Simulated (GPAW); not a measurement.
Fe2Ge:

```
CELL_PARAMETERS angstrom
4.16363 0.00000 0.00000
-2.08182 3.60581 0.00000
0.00000 0.00000 2.62647
ATOMIC_POSITIONS crystal
Ge 0.00000 0.00000 0.00000
Fe 0.33333 0.66667 0.50000
Fe 0.66667 0.33333 0.50000
```

The cell comes from a database or a generator and needn't be the stable form of this composition.

Base run:

| Quantity | Value |
| --- | --- |
| Program | GPAW 26.7.0 |
| Functional | PBEsol |
| Potentials or basis | PAW data sets generated in the run's folder for this functional |
| Cutoff | 600 eV |
| Basis | pw |
| k mesh | 6 × 6 × 7 |
| Occupations | fermi-dirac, width 0.05 eV |
| Spin | collinear spin, ferromagnetic start |
| Starting moments | [0.0, 3.0, 3.0] μB |
| Hubbard terms | Fe d U = 1 eV |

Its results: pressure -2.6 GPa; net moment 5.34 μB per cell; site moments Ge +0.01; Fe +2.62 μB.

Q: After a change of settings the same cell gave: pressure 6.0 GPa; net moment 5.80 μB per cell; site moments Ge -0.01; Fe +2.96 μB. Which change was it?
A. hubbard terms from Fe d U = 1 eV to Fe d U = 2 eV
B. hubbard terms from Fe d U = 1 eV to Fe d U = 4 eV
C. hubbard terms from Fe d U = 1 eV to none

A: B.

Caveats: the U is typed as a test and isn't derived for this compound.
